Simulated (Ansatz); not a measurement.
## Ti2O: relaxation of cell and atoms with PBEsol

The system is Ti2O.

```
CELL_PARAMETERS angstrom
2.91940 0.00000 0.00000
-1.45970 2.52827 0.00000
0.00000 0.00000 4.71300
ATOMIC_POSITIONS crystal
Ti 0.33333 0.66667 0.72126
Ti 0.66667 0.33333 0.27874
O 0.00000 0.00000 0.00000
```

* Program: Ansatz 0.2.0
* Task: relaxation of cell and atoms
* Functional: PBEsol
* Potentials or basis: Ansatz PAW
* Cutoff: 420 eV (not typed: the program's choice for these potentials)
* k mesh: 10 × 10 × 6
* Occupations: fermi-dirac, width 0.05 eV
* Spin: no spin polarisation
* Target pressure: 5 GPa
* Target pressure (GPa): 5

| Quantity | Value |
| --- | --- |
| Relaxed volume | 11.61 Å³/atom |
| Relaxed cell | a = 2.928 Å, b = 2.928 Å, c = 4.691 Å, α = 90.00°, β = 90.00°, γ = 120.00° |
| Space group after relaxing (to 0.05 Å) | P-3m1 (No. 164) |
| Energy change on relaxing (the enthalpy is what falls) | -29.3 meV/atom |
| Ionic steps | 7 |
| Pressure after relaxing | 5.0 GPa |
| Band gap on the k mesh | none (metal or under the smearing width) |

The path:
| step | energy change (eV) | largest force (eV/Å) | volume (Å³) |
| --- | --- | --- | --- |
| 1 | 0.0000 | 1.3294 | 34.79 |
| 2 | -0.0774 | 0.0236 | 35.50 |
| 3 | -0.0845 | 0.0210 | 34.76 |
| 4 | -0.0878 | 0.0356 | 34.82 |
| 5 | -0.0876 | 0.0055 | 34.82 |
| 6 | -0.0878 | 0.0003 | 34.82 |
| 7 | -0.0878 | 0.0003 | 34.82 |

Final structure:
```
Ti O
1.0
     2.92766    0.00000    0.00000
    -1.46383    2.53543    0.00000
     0.00000    0.00000    4.69121
Ti O
2 1
Direct
  0.33333 0.66667 0.73642
  0.66667 0.33333 0.26358
  0.00000 0.00000 0.00000
```

Levels at points of the mesh, in eV from the Fermi level:
```csv
k point,band 13,band 14,band 15,band 16,band 17,band 18
"(0.00, 0.00, 0.00)",-3.64,-0.03,0.19,0.58,0.58,1.09
"(0.00, 0.00, -0.50)",-1.74,-1.63,0.08,0.08,1.33,2.10
"(0.00, -0.50, 0.00)",-2.78,-1.32,-0.48,1.34,1.84,3.01
"(0.00, -0.50, -0.50)",-1.73,-1.26,-0.59,-0.19,1.12,2.79
```

Wall time 24 s on 2 threads of Intel(R) Xeon(R) Processor @ 2.50GHz (Skylake/Cascade Lake), on a shared host, peak memory 0.39 GiB.

Caveat: the plane-wave basis is chosen anew once the cell has moved, so the energies of steps on either side of that aren't comparable; the pressure holds a Pulay correction of +0.4 GPa for the finite cutoff; semilocal functionals often make such compounds metallic where correlation or magnetic order opens a gap, which also shifts bond lengths; the PAW data sets come from PBE, with cores solved anew for the run's functional, which leaves a small shift of forces and pressure.
